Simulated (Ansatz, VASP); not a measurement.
**Ca: VASP beside Ansatz**

```
Ca
1.0
     3.84703    0.00000    0.00000
    -1.92351    3.33162    0.00000
     0.00000    0.00000    6.34389
Ca
2
Direct
  0.33333 0.66667 0.25000
  0.66667 0.33333 0.75000
```

Alike in both runs: functional PBEsol; k mesh 12 × 12 × 8; occupations gaussian, width 0.1 eV; no spin polarisation.

Ansatz relaxed the structure, and its values are those at the end. VASP's run is a single point on that final structure, the one shown.

```csv
,VASP,Ansatz
version,VASP 6.6.1,Ansatz 0.2.0
potentials or method,"VASP PAW PBE potentials, release 64 (Ca_sv)","scalar-relativistic, plane waves, PAW"
plane-wave cutoff (eV),520,420
valence electrons in the cell,20,20
```

|  | VASP | Ansatz | Ansatz less VASP |
| --- | --- | --- | --- |
| gap on the k mesh at the Fermi level (eV) | none | none | - |
| pressure (GPa) | 0.0 | 0.0 | 0.00 |

A gap of «none» marks a metal or a gap that the smearing closes.

Caveats: the PAW data sets were made with another functional, which shifts forces and pressure a little (VASP).
